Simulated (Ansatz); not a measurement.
## Relaxation of Ni3Ge

The calculation used DFT PBEsol, scalar-relativistic, plane waves, PAW in Ansatz 0.2.0. Run with 420 eV cutoff, 12×12×12 k-mesh, Gaussian smearing of 0.10 eV, no spin polarisation.

What was changed: relaxed at 8 GPa.

Other phases may be more stable at this pressure.

Command:

```bash
ansatz run input.yaml --threads 1 --pin off --max-ram 2560MiB --backend cpu --events-out ev --progress --plain --runs-dir out
```

Input:

```yaml
crystal:
  lattice:
    - [3.4846516261, 0.0, 0.0]
    - [0.0, 3.4846516261, 0.0]
    - [0.0, 0.0, 3.4846516261]
  atoms:
    - { symbol: Ni, position: [0.5, 0.0, 0.5] }
    - { symbol: Ni, position: [0.0, 0.5, 0.5] }
    - { symbol: Ni, position: [0.5, 0.5, 0.0] }
    - { symbol: Ge, position: [0.0, 0.0, 0.0] }
basis:
  ecutwfc: 420
kpoints:
  mp_grid: { grid: [12, 12, 12] }
hamiltonian:
  xc: pbesol
scf:
  occupations: { method: gaussian, width: 0.1 }
output:
  forces: true
  stress: true
  eigenvalues: true
relax:
  adjacent_minimum: "off"
  f_tol: 0.008
  max_steps: 50
  cell: { stress_tol: 0.08, p_target: 8.0 }
```

F is the free energy. Steps run on the plane waves of an earlier cell, but the last one, and at times one on the way, on a freshly chosen basis, so a repeated geometry can differ a little in energy. The relaxation lowers the enthalpy F + PV at the target pressure, so F itself can rise.

Steps:

| step | F − F(1) (eV) | largest force component (eV/Å) | V (Å³/atom) | P (GPa) |
| --- | --- | --- | --- | --- |
| 1 | 0.0000 | 0.000 | 10.578 | 8.20 |
| 2 | -0.0010 | 0.000 | 10.583 | 8.08 |
| 3 | -0.0016 | 0.000 | 10.587 | 8.00 |
| 4 | -0.0017 | 0.000 | 10.587 | 8.00 |

Relaxed structure:

```yaml
crystal:
  lattice:
    - [3.48555, 0.00000, 0.00000]
    - [0.00000, 3.48555, 0.00000]
    - [0.00000, 0.00000, 3.48555]
  atoms:
    - { symbol: Ni, position: [0.50000, 0.00000, 0.50000] }
    - { symbol: Ni, position: [0.00000, 0.50000, 0.50000] }
    - { symbol: Ni, position: [0.50000, 0.50000, 0.00000] }
    - { symbol: Ge, position: [0.00000, 0.00000, 0.00000] }
```

The structure is cubic, space group Pm-3m (No. 221). The conventional cell has a = 3.486 Å, b = 3.486 Å, c = 3.486 Å, α = 90.00°, β = 90.00°, γ = 90.00°. Ni (site symmetry 4/mmm) is surrounded by 8 Ni at 2.46 Å and 4 Ge at 2.46 Å. Ge (site symmetry m-3m) is surrounded by 12 Ni at 2.46 Å.

The run converged. Time: 30 s on 1 thread of Intel(R) Xeon(R) Platinum 8259CL CPU @ 2.50GHz (Skylake/Cascade Lake) (shared host), peak memory 0.49 GiB.